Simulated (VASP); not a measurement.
# Mg: restarted molecular dynamics, 2 variants

Mg, P6/mmm (no. 191), 16 atoms in the cell. PBE, molecular dynamics; PAW potentials Mg (PBE set).

| Restart from | Temperature at the end (K) | The same without a restart (K) | Potential energy at the end (eV/atom) | The same without a restart (eV/atom) | Electronic steps in the first step after the restart | Time (s) |
|---|---|---|---|---|---|---|
| CONTCAR with velocities, WAVECAR read | 1339.0 | 1339.0 | -1.20549 | -1.20549 | 4 | 385 |
| CONTCAR with velocities, no WAVECAR | 1339.0 | 1339.0 | -1.20549 | -1.20549 | 13 | 384 |

Limits: 120 fs of 16 atoms are too short for converged averages.

## Input of the first row

INCAR.step1:
```
GGA = PE
PREC = Normal
ENCUT = 200
EDIFF = 1E-6
NELMIN = 4
NELM = 60
ALGO = Fast
LREAL = Auto
LASPH = True
ISMEAR = -1
SIGMA = 0.069
ISYM = 0
LWAVE = True
LCHARG = False
IBRION = 0
NSW = 30
POTIM = 2.0
TEBEG = 1600
ISIF = 2
RANDOM_SEED = 943448 0 0
MDALGO = 2
SMASS = -3
KPAR = 2
```

INCAR.step2, as INCAR.step1 but for:
```
- LWAVE = True
+ LWAVE = False
```

KPOINTS:
```
k-points
0
Monkhorst-Pack
  2 1 2
```

POSCAR.step1:
```
Mg
1.0
    6.1005996010      0.0000000000      0.0000000000
    0.0000000000     10.5665484656      0.0000000000
    0.0000000000      0.0000000000      6.0896751400
Mg
16
Direct
    0.0000000000      0.0000000000      0.0000000000
    0.0000000000      0.0000000000      0.5000000000
    0.0000000000      0.5000000000      0.0000000000
    0.0000000000      0.5000000000      0.5000000000
    0.5000000000      0.0000000000      0.0000000000
    0.5000000000      0.0000000000      0.5000000000
    0.5000000000      0.5000000000      0.0000000000
    0.5000000000      0.5000000000      0.5000000000
    0.2500000000      0.2500000000      0.0000000000
    0.2500000000      0.2500000000      0.5000000000
    0.2500000000      0.7500000000      0.0000000000
    0.2500000000      0.7500000000      0.5000000000
    0.7500000000      0.2500000000      0.0000000000
    0.7500000000      0.2500000000      0.5000000000
    0.7500000000      0.7500000000      0.0000000000
    0.7500000000      0.7500000000      0.5000000000
```

Commands (each step's output is kept before the next begins):
```
cat potpaw_PBE.64/Mg/POTCAR > POTCAR
cp INCAR.step1 INCAR
cp POSCAR.step1 POSCAR
mpirun -np 2 vasp_std > vasp.out
cp CONTCAR POSCAR
cp INCAR.step2 INCAR
mpirun -np 2 vasp_std > vasp.out
```

Changes of the last row against the first:
```
(step 1)
- LWAVE = True
+ LWAVE = False
```

VASP 6.6.1 took 385 s on 2 cores (Intel Xeon Platinum 8259CL @ 2.50GHz (Skylake/Cascade Lake)), a shared host.
